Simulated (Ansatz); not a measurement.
As:

```
As
1.0
     1.88080    1.08588    3.51406
    -1.88080    1.08588    3.51406
     0.00000   -2.17176    3.51406
As
2
Direct
  0.22600 0.22600 0.22600
  0.77400 0.77400 0.77400
```

- Program: Ansatz 0.2.0
- Task: relaxation of cell and atoms
- Functional: PBEsol
- Potentials or basis: Ansatz PAW
- Cutoff: 420 eV (not typed: the program's choice for these potentials)
- k mesh: 9 × 9 × 9
- Occupations: fermi-dirac, width 0.05 eV
- Spin: no spin polarisation

At the start: volume 21.53 Å³/atom.

Q: Where does the relaxation end?

A: It ends after 6 steps and the volume is 20.87 Å³/atom (-3.1 %); space group R-3m (No. 166, to 0.05 Å).

Step by step:
```csv
step,energy change (eV),largest force (eV/Å),volume (Å³)
1,0.0000,0.3703,43.06
2,-0.0051,0.2089,41.09
3,-0.0165,0.0775,41.98
4,-0.0181,0.0095,41.87
5,-0.0182,0.0022,41.74
6,-0.0181,0.0023,41.74
```

Final structure:
```
As
1.0
     1.89193    1.09231    3.36597
    -1.89193    1.09231    3.36597
     0.00000   -2.18462    3.36597
As
2
Cartesian
  0.0000 0.0000 2.3226
  0.0000 0.0000 7.7753
```

Caveat: the plane-wave basis is chosen anew once the cell has moved, so the energies of steps on either side of that aren't comparable; the PAW data sets come from PBE, with cores solved anew for the run's functional, which leaves a small shift of forces and pressure.
